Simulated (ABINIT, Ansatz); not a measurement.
# BP (F-43m): phonons by linear response, part 3 of 4

Wanted: phonon bands, density of states and zone-centre response of BP (F-43m).

ABINIT 10.8.3; DFT LDA, scalar-relativistic, plane waves, PseudoDojo norm-conserving pseudopotentials.

So far, highest frequency (cm⁻¹): step 7 (interpolated phonon bands) 829. The relaxed cell has a = 4.487 Å (conventional setting).

### Step 8. Density of states

Sums over the zone need many more wavevectors than were solved, so the interpolation is sampled on a dense mesh.

anaddb.abi

```
ddb_filepath "all_DDB"
output_file "anaddb.abo"
outdata_prefix "anaddb"
ifcflag 1
ngqpt 4 4 4
nqshft 1
q1shft 0.0 0.0 0.0
asr 1
chneut 1
dipdip 1
dipquad 0
quadquad 0
prtdos 2
ng2qpt 17 17 17
dosdeltae 4.5563e-06
ntemper 11
temperinc 100.0
tempermin 0.0
```

The run is started by

```sh
$ OMP_NUM_THREADS=1 anaddb anaddb.abi > anaddb.log
```

anaddb.abo, the main output file:

```text
[banners, grids, parts of the stress and lines that vanish by symmetry left out]
-outvars_anaddb: echo values of input variables ----------------------

 Flags :
     ifcflag         1
 Miscellaneous information :
         asr         1
 Interatomic Force Constants Inputs :
      dipdip         1
     dipquad         0
    quadquad         0
      ifcana         0
      ifcout         0
 Description of grid 1 :
        brav         1
       ngqpt         4         4         4
      nqshft         1
      q1shft
                     0.00000000E+00  0.00000000E+00  0.00000000E+00
 Phonon DOS information :
   dosdeltae  4.55630000E-06
    dossmear  4.55633525E-06
 Description of grid 2 (Fourier interp. or BZ sampling):
      ng2qpt        17        17        17
      ngrids         4
      q2shft         0.00000000E+00  0.00000000E+00  0.00000000E+00

================================================================================

 read the DDB information and perform some checks

  ==== Info on the Cryst% object ====
 Real(R)+Recip(G) space primitive vectors, cartesian coordinates (Bohr,Bohr^-1):
 R(1)= -4.2398163  0.0000000  4.2398163  G(1)= -0.1179296 -0.1179296  0.1179296
 R(2)=  0.0000000  4.2398163  4.2398163  G(2)=  0.1179296  0.1179296  0.1179296
 R(3)= -4.2398163  4.2398163  0.0000000  G(3)= -0.1179296  0.1179296 -0.1179296
 Unit cell volume ucvol=  1.5243023E+02 bohr^3
 Angles (23,13,12)=  6.00000000E+01  6.00000000E+01  6.00000000E+01 degrees
 Time-reversal symmetry is present
 Reduced atomic positions [iatom, xred, symbol]:
    1)    0.0000000  0.0000000  0.0000000   B
    2)    0.2500000  0.2500000  0.2500000   P

 DDB file with 8 blocks has been read.

================================================================================

 Dielectric Tensor and Effective Charges

 anaddb : Zero the imaginary part of the Dynamical Matrix at Gamma,
   and impose the ASR on the effective charges

 The violation of the charge neutrality conditions
 by the effective charges is as follows :
    atom        electric field
 displacement     direction
       1               1        0.000152        0.000000
       1               2       -0.000000        0.000000
       1               3        0.000000        0.000000
       2               1       -0.000000        0.000000
       2               2        0.000152        0.000000
       2               3        0.000000        0.000000
       3               1        0.000000        0.000000
       3               2       -0.000000        0.000000
       3               3        0.000152        0.000000

 Effective charge tensors after
 imposition of the charge neutrality (if requested by user),
 and eventual restriction to some part :
   atom    displacement
         1         1   -6.427058E-01    5.554706E-17   -5.617502E-17
         1         2    5.554706E-17   -6.427058E-01   -5.491910E-17
         1         3   -5.554706E-17    5.554706E-17   -6.427058E-01
         2         1    6.427058E-01   -5.554706E-17    5.617502E-17
         2         2   -5.554706E-17    6.427058E-01    5.491910E-17
         2         3    5.554706E-17   -5.554706E-17    6.427058E-01
 Now, the imaginary part of the dynamical matrix is zeroed

================================================================================

 Calculation of the interatomic forces

       Homogeneous q point set in the B.Z.
 Grid q points  :       64
  1)   0.00000000E+00  0.00000000E+00  0.00000000E+00
  2)   2.50000000E-01  0.00000000E+00  0.00000000E+00
  3)   5.00000000E-01  0.00000000E+00  0.00000000E+00
  4)  -2.50000000E-01  0.00000000E+00  0.00000000E+00
  5)   0.00000000E+00  2.50000000E-01  0.00000000E+00
  6)   2.50000000E-01  2.50000000E-01  0.00000000E+00
  7)   5.00000000E-01  2.50000000E-01  0.00000000E+00
  8)  -2.50000000E-01  2.50000000E-01  0.00000000E+00
  9)   0.00000000E+00  5.00000000E-01  0.00000000E+00
 10)   2.50000000E-01  5.00000000E-01  0.00000000E+00
 11)   5.00000000E-01  5.00000000E-01  0.00000000E+00
 12)  -2.50000000E-01  5.00000000E-01  0.00000000E+00
 13)   0.00000000E+00 -2.50000000E-01  0.00000000E+00
 14)   2.50000000E-01 -2.50000000E-01  0.00000000E+00
[...]
58)   2.50000000E-01  5.00000000E-01 -2.50000000E-01
 59)   5.00000000E-01  5.00000000E-01 -2.50000000E-01
 60)  -2.50000000E-01  5.00000000E-01 -2.50000000E-01
 61)   0.00000000E+00 -2.50000000E-01 -2.50000000E-01
 62)   2.50000000E-01 -2.50000000E-01 -2.50000000E-01
 63)   5.00000000E-01 -2.50000000E-01 -2.50000000E-01
 64)  -2.50000000E-01 -2.50000000E-01 -2.50000000E-01

 The interatomic forces have been obtained

================================================================================

 Calculation of phonon density of states

 Average speed of sound partial sums:     0.3620172986E-02 (at units)
-                                   =           7.9198 [km/s]

 Debye frequency from partial sums:     0.2641532442E-02 (Ha)
-                                 =     0.1738044853E+02 (THz)
-Debye temperature from partial sums:     0.8341299724E+03 (K)

 Average speed of sound:     0.4080231788E-02 (at units)
-                      =           8.9263 [km/s]

 Debye frequency from DOS:     0.2977223652E-02 (Ha)
-                        =     0.1958919059E+02 (THz)
-Debye temperature from DOS:     0.9401328726E+03 (K)

-
```

Elapsed: 2.9 s, on 1 thread of Arm Neoverse V2, shared host.

Read from the output:

* share of modes beyond 3i cm⁻¹ on the dense interpolated mesh: 0
* zero-point energy per atom: 102.9 meV
* heat capacity at 300 K: 14.46 J/(mol atoms K)
* vibrational entropy at 300 K: 9.842 J/(mol atoms K)

The phonon density of states has structure finer than the step of the table below, so its rows give means over 25 cm⁻¹, whole bins alone (the curve runs from -30 to 850 cm⁻¹). Peaks (cm⁻¹: height): 315.0: 0.0165, 735.0: 0.0328, 805.0: 0.125.

Tetrahedra. Table of phonon density of states by wavenumber; means over each step:

wavenumber (cm⁻¹), phonon density of states (1/cm⁻¹/cell) and a bar:
```
        0      0.000 
       25      0.000 
       50      0.000 
       75      0.000 
      100      0.001 
      125      0.001 #
      150      0.001 #
      175      0.002 ##
      200      0.004 ###
      225      0.007 ######
      250      0.010 #######
      275      0.011 ########
      300      0.014 ##########
      325      0.013 ##########
      350      0.009 #######
      375      0.008 ######
      400      0.007 #####
      425      0.005 ###
      450      0.010 ########
      475      0.011 ########
      500      0.005 ####
      525      0.001 #
      550      0.000 
      575      0.000 
      600      0.000 
      625      0.000 
      650      0.000 
      675      0.001 #
      700      0.011 ########
      725      0.018 ##############
      750      0.025 ##################
      775      0.018 ##############
      800      0.040 ##############################
      825      0.007 #####
```

Harmonic thermodynamic functions per atom, summed over the density of states scaled to three modes an atom; melting is ignored. Thermodynamic functions:

```
T (K)  F_vib (meV/atom)  S (J/mol-atom/K)  C_V (J/mol-atom/K)
    0             102.9                 0                   0
   50             102.9             0.096               0.365
  100             102.6             1.019               2.898
  200             99.66             5.027               9.326
  300             91.96             9.842               14.46
  400             79.32              14.5               17.82
  500             62.06             18.72               19.91
  600             40.68             22.47               21.24
  700             15.62             25.82               22.12
  800            -12.72             28.81               22.73
  900               -44             31.52               23.16
 1000            -77.96             33.98               23.49
```

At 300 K the heat capacity has reached 58 % of the Dulong-Petit value.

### Step 9. Modes with the sum rule

anaddb reads the merged derivatives, imposes the acoustic sum rule and charge neutrality, and adds the LO-TO term along chosen directions.

anaddb.abi

```
ddb_filepath "gamma_DDB"
output_file "anaddb.abo"
outdata_prefix "anaddb"
asr 1
chneut 1
enunit 2
eivec 1
nph1l 1
qph1l 0.0 0.0 0.0 1.0
dieflag 1
nph2l 3
qph2l 
    1.0 0.0 0.0 0.0
    0.0 0.0 1.0 0.0
    1.0 1.0 1.0 0.0
```

mrgddb.in

```
gamma_DDB
merged
2
dfpt_gammao_DS2_DDB
gso_DDB
```

The run is started by

```sh
$ mrgddb < mrgddb.in > mrgddb.log
$ OMP_NUM_THREADS=1 anaddb anaddb.abi > anaddb.log
```

anaddb.abo, the main output file:

```text
[banners, grids, parts of the stress and lines that vanish by symmetry left out]
-outvars_anaddb: echo values of input variables ----------------------

 Flags :
[...]
Dielectric Tensor and Effective Charges
[...]
Effective charge tensors after
[...]
Phonon wavevector (reduced coordinates) :  0.00000  0.00000  0.00000
 Phonon energies in Hartree :
[...]
Phonon energies in meV     :
-  0.000000E+00  0.000000E+00  0.000000E+00  1.018050E+02  1.018050E+02
-  1.018050E+02
 Phonon frequencies in cm-1    :
-  0.000000E+00  0.000000E+00  0.000000E+00  8.211129E+02  8.211129E+02
-  8.211129E+02
 Phonon frequencies in Thz     :
-  0.000000E+00  0.000000E+00  0.000000E+00  2.461634E+01  2.461634E+01
-  2.461634E+01
 Phonon energies in Kelvin  :
-  0.000000E+00  0.000000E+00  0.000000E+00  1.181398E+03  1.181398E+03
-  1.181398E+03
[...]
-  1  0.00000000E+00  5.08270958E-07  3.62335573E-03
-     0.00000000E+00  0.00000000E+00  0.00000000E+00
-  2  0.00000000E+00  5.08270965E-07  3.62335578E-03
-     0.00000000E+00  0.00000000E+00  0.00000000E+00
[...]
-  1  0.00000000E+00  3.62335573E-03 -5.08270958E-07
-     0.00000000E+00  0.00000000E+00  0.00000000E+00
-  2  0.00000000E+00  3.62335578E-03 -5.08270966E-07
-     0.00000000E+00  0.00000000E+00  0.00000000E+00
[...]
-  1  3.62335576E-03  0.00000000E+00  0.00000000E+00
-     0.00000000E+00  0.00000000E+00  0.00000000E+00
-  2  3.62335582E-03  0.00000000E+00  0.00000000E+00
-     0.00000000E+00  0.00000000E+00  0.00000000E+00
[...]
-  1  2.92496519E-07 -3.02776115E-07  6.13302914E-03
-     0.00000000E+00  0.00000000E+00  0.00000000E+00
-  2 -1.02092210E-07  1.05680173E-07 -2.14065624E-03
-     0.00000000E+00  0.00000000E+00  0.00000000E+00
[...]
-  1  5.53419394E-07 -6.13302912E-03 -3.02802508E-07
-     0.00000000E+00  0.00000000E+00  0.00000000E+00
-  2 -1.93164039E-07  2.14065624E-03  1.05689385E-07
-     0.00000000E+00  0.00000000E+00  0.00000000E+00
[...]
-  1  6.13302912E-03  5.53433834E-07 -2.92469196E-07
-     0.00000000E+00  0.00000000E+00  0.00000000E+00
-  2 -2.14065624E-03 -1.93169079E-07  1.02082673E-07
-     0.00000000E+00  0.00000000E+00  0.00000000E+00
[...]
-     1          0.000000     0.000000     0.000000     0.000000
-     2          0.000000     0.000000    -0.000000     0.000000
-     3          0.000000    -0.000000     0.000000     0.000000
-     4         -0.000039     0.000040    -0.818603     0.818603
-     5         -0.000074     0.818603     0.000040     0.818603
-     6         -0.818603    -0.000074     0.000039     0.818603
[...]
-   1     Real    0.0000E+00  0.0000E+00  0.0000E+00  0.0000E+00  0.0000E+00  0.0000E+00  0.0000E+00
[...]
-   2     Real    0.0000E+00  0.0000E+00  0.0000E+00  0.0000E+00  0.0000E+00  0.0000E+00  0.0000E+00
[...]
-   3     Real    0.0000E+00  0.0000E+00  0.0000E+00  0.0000E+00  0.0000E+00  0.0000E+00  0.0000E+00
[...]
-   4     Real    6.4315E-14  6.8915E-14  2.8276E-05 -6.6576E-14  1.3486E-09 -1.3959E-09  2.8276E-05
[...]
-   5     Real    2.3024E-13  2.8276E-05  6.8927E-14 -2.5515E-09 -1.2598E-13  1.3961E-09  2.8276E-05
[...]
-   6     Real    2.8276E-05  2.3025E-13  6.4303E-14  2.5516E-09 -1.3484E-09 -1.2168E-13  2.8276E-05
[...]
Phonon at Gamma, with non-analyticity in the
[...]
Phonon energies in Hartree :
[...]
Phonon energies in meV     :
-  0.000000E+00  0.000000E+00  0.000000E+00  1.018050E+02  1.018050E+02
-  1.027288E+02
 Phonon frequencies in cm-1    :
-  0.000000E+00  0.000000E+00  0.000000E+00  8.211129E+02  8.211129E+02
-  8.285633E+02
 Phonon frequencies in Thz     :
-  0.000000E+00  0.000000E+00  0.000000E+00  2.461634E+01  2.461634E+01
-  2.483970E+01
 Phonon energies in Kelvin  :
-  0.000000E+00  0.000000E+00  0.000000E+00  1.181398E+03  1.181398E+03
-  1.192118E+03
[...]
-  1  0.00000000E+00  5.07202027E-07  3.62335573E-03
-     0.00000000E+00  0.00000000E+00  0.00000000E+00
-  2  0.00000000E+00  5.07202035E-07  3.62335578E-03
-     0.00000000E+00  0.00000000E+00  0.00000000E+00
[...]
Phonon at Gamma, with non-analyticity in the
[...]
Phonon energies in Hartree :
[...]
Phonon energies in meV     :
-  0.000000E+00  0.000000E+00  0.000000E+00  1.018050E+02  1.018050E+02
-  1.027288E+02
 Phonon frequencies in cm-1    :
-  0.000000E+00  0.000000E+00  0.000000E+00  8.211129E+02  8.211129E+02
-  8.285633E+02
 Phonon frequencies in Thz     :
-  0.000000E+00  0.000000E+00  0.000000E+00  2.461634E+01  2.461634E+01
-  2.483970E+01
 Phonon energies in Kelvin  :
-  0.000000E+00  0.000000E+00  0.000000E+00  1.181398E+03  1.181398E+03
-  1.192118E+03
[...]
Phonon at Gamma, with non-analyticity in the
[...]
Phonon energies in Hartree :
[...]
Phonon energies in meV     :
-  0.000000E+00  0.000000E+00  0.000000E+00  1.018050E+02  1.018050E+02
-  1.027288E+02
 Phonon frequencies in cm-1    :
-  0.000000E+00  0.000000E+00  0.000000E+00  8.211129E+02  8.211129E+02
-  8.285633E+02
 Phonon frequencies in Thz     :
-  0.000000E+00  0.000000E+00  0.000000E+00  2.461634E+01  2.461634E+01
-  2.483970E+01
 Phonon energies in Kelvin  :
-  0.000000E+00  0.000000E+00  0.000000E+00  1.181398E+03  1.181398E+03
-  1.192118E+03
[...]
-  1  3.64558226E-07 -3.62335445E-03 -3.05872198E-06
-     0.00000000E+00  0.00000000E+00  0.00000000E+00
-  2  3.64558558E-07 -3.62335451E-03 -3.05872170E-06
-     0.00000000E+00  0.00000000E+00  0.00000000E+00
[...]
-  1  3.62335574E-03  3.64562329E-07  0.00000000E+00
-     0.00000000E+00  0.00000000E+00  0.00000000E+00
-  2  3.62335580E-03  3.64562008E-07  0.00000000E+00
-     0.00000000E+00  0.00000000E+00  0.00000000E+00
[...]
-  1  1.15156478E-03  3.64469711E-03 -4.79626189E-03
-     0.00000000E+00  0.00000000E+00  0.00000000E+00
-  2 -4.01939119E-04 -1.27213543E-03  1.67407454E-03
-     0.00000000E+00  0.00000000E+00  0.00000000E+00
[...]
-  1  4.87338995E-03 -3.43397933E-03 -1.43941063E-03
-     0.00000000E+00  0.00000000E+00  0.00000000E+00
-  2 -1.70099512E-03  1.19858705E-03  5.02408072E-04
-     0.00000000E+00  0.00000000E+00  0.00000000E+00
[...]
Direction                     Dielectric constant
[...]
0.00000   0.00000   1.00000      9.30242609
   1.00000   1.00000   1.00000      9.30242609
-
```

Wall time 0.5 s (1 thread).

Read from the output:

```
mean static dielectric constant      : 9.302
highest mode moved by the LO-TO term : 828.6 cm⁻¹
```

No LO-TO term; unit eigenvectors of the mass-weighted matrix, from anaddb's displacements. Modes at Γ, with each element's share of the kinetic energy:

```
mode  frequency (cm⁻¹)  symmetry  B %  P %
   1               0.0  acoustic   26   74
   2               0.0  acoustic   26   74
   3               0.0  acoustic   26   74
   4             821.1        T2   74   26
   5             821.1        T2   74   26
   6             821.1        T2   74   26
```

Displacements in mode 4 (821.1 cm⁻¹), the largest set to 1:
```
B1   0.00  0.00  1.00
P2   0.00  0.00 -0.35
```

Trace of the oscillator strength, degenerate modes summed. Infrared lines, with heights relative to the strongest:

```
position (cm⁻¹)  lines merged  IR intensity, relative
            821             3                     100
```

Static dielectric tensor (ions relaxed, fixed cell):

```
9.30 0.00 0.00
0.00 9.30 0.00
0.00 0.00 9.30
```

[end of part 3 of 4]

[Host names and launcher messages were left out of these logs when they were recorded.]

[Logs are printed without paths, hosts, clocks, repeated set-up lines and the standing remarks that a program may print on its own settings, such as how far it seeks lower states.]

[Hosts, paths, dates, database ids (printed as entryN), source tags and the programs' standing remarks are cut or masked in the printed files.]
